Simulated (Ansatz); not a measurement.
**Al in Ansatz: the effect of functional**

Al:

```xyz
1
Lattice="0.0000 2.0248 2.0248 2.0248 0.0000 2.0248 2.0248 2.0248 0.0000" Properties=species:S:1:pos:R:3 pbc="T T T"
Al    0.0000    0.0000    0.0000
```

Alike in all runs:

```yaml
Program: Ansatz 0.2.0
Task: projected density of states
Potentials_or_basis: Ansatz PAW
k_mesh: 6 × 6 × 6
Occupations: fermi-dirac, width 0.05 eV
Spin: no spin polarisation
```

```tsv
functional	cutoff	pressure (GPa)
LDA	420 eV (not typed: the program's choice for these potentials)	-3.2
PBEsol	420 eV (not typed: the program's choice for these potentials)	-1.5
RPBE	420 eV (not typed: the program's choice for these potentials)	1.4
revPBE	420 eV (not typed: the program's choice for these potentials)	1.1
BLYP	420 eV (not typed: the program's choice for these potentials)	?
r2SCAN	500 eV (not typed: the program's choice for these potentials)	-3.0
HSE06	420 eV (not typed: the program's choice for these potentials)	-1.0
PBE0	420 eV (not typed: the program's choice for these potentials)	-1.2
r2SCAN0	500 eV (not typed: the program's choice for these potentials)	-2.8
```

Task: What does the run with functional BLYP give?

Result: Pressure 3.5 GPa.

Caveats: all runs use coarse meshes; the PAW data sets come from PBE, with cores solved anew for the run's functional, which leaves a small shift of forces and pressure; the density of states is complete only up to the lowest level of the last band computed; the thresholds are loose for stress (some runs).

Runs at the PBE level aren't shown here.
